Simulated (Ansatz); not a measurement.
# HfSi (rocksalt type): the cost of one run

Method: DFT, PBE, PAW with Ansatz's default frozen-core files, scalar-relativistic, in Ansatz 0.2.0.

## 1. The structure to begin with

It takes space group Fm-3m (No. 225, cubic). The conventional cell has a = 5.331 Å, b = 5.331 Å, c = 5.331 Å, α = 90.00°, β = 90.00°, γ = 90.00°. Hf (site symmetry m-3m) has 6 Si at 2.67 Å as nearest neighbours. Si (site symmetry m-3m) is surrounded by 6 Hf at 2.67 Å.

Structure file:

```cif
data_structure
_symmetry_space_group_name_H-M 'Fm-3m'
_symmetry_Int_Tables_number 225
_cell_length_a 5.3309
_cell_length_b 5.3309
_cell_length_c 5.3309
_cell_angle_alpha 90.000
_cell_angle_beta 90.000
_cell_angle_gamma 90.000
_cell_volume 151.50
loop_
_atom_site_label
_atom_site_type_symbol
_atom_site_symmetry_multiplicity
_atom_site_Wyckoff_symbol
_atom_site_fract_x
_atom_site_fract_y
_atom_site_fract_z
_atom_site_occupancy
Hf1 Hf 4 a 0.00000 0.00000 0.00000 1
Si1 Si 4 b 0.50000 0.00000 0.00000 1
```

The file gives the conventional cell by its symmetry; the runs use the cell typed in the input.

Atoms are numbered in the order of the input: Hf1, Si2.

## 2. Cell relaxed at zero pressure, PAW

input.yaml

```yaml
crystal:
  lattice:
    - [0.0, 2.6654685845, 2.6654685845]
    - [2.6654685845, 0.0, 2.6654685845]
    - [2.6654685845, 2.6654685845, 0.0]
  atoms:
    - { symbol: Hf, position: [0.0, 0.0, 0.0] }
    - { symbol: Si, position: [0.5, 0.5, 0.5] }
kpoints:
  mp_grid: { grid: [13, 13, 13] }
scf:
  occupations: { method: fermi_dirac, width: 0.1 }
hamiltonian:
  xc: pbe
  pseudopotentials: { kind: paw }
output:
  forces: true
  stress: true
  write_density: true
  write_potential: true
  elf: true
  volumetric_format: npy
relax:
  f_tol: 0.005
  max_steps: 40
  cell: {}
```

Launch:

```bash
> ansatz run input.yaml --threads 2 --pin off --max-ram 5120MiB --backend cpu --events-out ev --progress --plain --runs-dir out
```

**Question.** How long does this run take on 2 threads of Arm Neoverse V2, shared host, and how much memory does it need?

About 7 s, with a peak of 0.37 GiB.
